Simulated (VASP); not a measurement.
A run of VASP 6.6.1:

File POSCAR:

```
ZnS                                     
1.0
    0.0000000000      2.6803314388      2.6803314388
    2.6803314388      0.0000000000      2.6803314388
    2.6803314388      2.6803314388      0.0000000000
  Zn              S             
     1     1
Direct
     0.2500000000000000    0.2500000000000000    0.2500000000000000
     0.0000000000000000    0.0000000000000000    0.0000000000000000
```

INCAR.step1

```
SYSTEM = ZnS
  PREC = Accurate
  ENCUT = 520
  EDIFF = 1E-5
  ISMEAR = 0
  SIGMA = 0.03
  LREAL = .FALSE.
  LASPH = .TRUE.
  NELM = 80
  ALGO = Normal
  ISIF = 2
  LWAVE = .TRUE.
  LCHARG = .FALSE.
  KPAR = 4
  GGA = PE
```

INCAR.step2

```
SYSTEM = ZnS
  PREC = Accurate
  ENCUT = 520
  EDIFF = 1E-6
  ISMEAR = 0
  SIGMA = 0.03
  LREAL = .FALSE.
  LASPH = .TRUE.
  NELM = 80
  ALGO = Normal
  ISIF = 2
  LWAVE = .FALSE.
  LCHARG = .FALSE.
  GGA = PE
  LHFCALC = .TRUE.
  AEXX = 0.25
  PRECFOCK = Fast
  HFRCUT = -1
  KPAR = 4
  ISTART = 1
```

File KPOINTS:

```
regular mesh
0
G
  6 6 6
  0 0 0
```

KPOINTS_OPT

```
explicit points
6
Reciprocal
 0.0000000000  0.0000000000  0.0000000000 1
 0.3750000000  0.3750000000  0.7500000000 1
 0.5000000000  0.5000000000  0.5000000000 1
 0.6250000000  0.2500000000  0.6250000000 1
 0.5000000000  0.2500000000  0.7500000000 1
 0.5000000000  0.0000000000  0.5000000000 1
```

Potentials or basis: VASP PAW PBE potentials, release 64 (Zn, S).

Run with:

```bash
$ cat potpaw_PBE.64/Zn/POTCAR potpaw_PBE.64/S/POTCAR > POTCAR
$ cp INCAR.step1 INCAR
$ mpirun -np 4 vasp_std > vasp.out
$ cp INCAR.step2 INCAR
$ mpirun -np 4 vasp_std > vasp.out
```

Hardware: 4 MPI ranks on AMD EPYC 9R45 96-Core Processor (Zen 5), with other jobs on the host.

How long does it take, and how much memory?

Run time: 3.8 min on 4 MPI ranks on AMD EPYC 9R45 96-Core Processor (Zen 5), with other jobs on the host, peak memory 0.17 GiB a rank. Counts: scf iterations 18, k points 16.
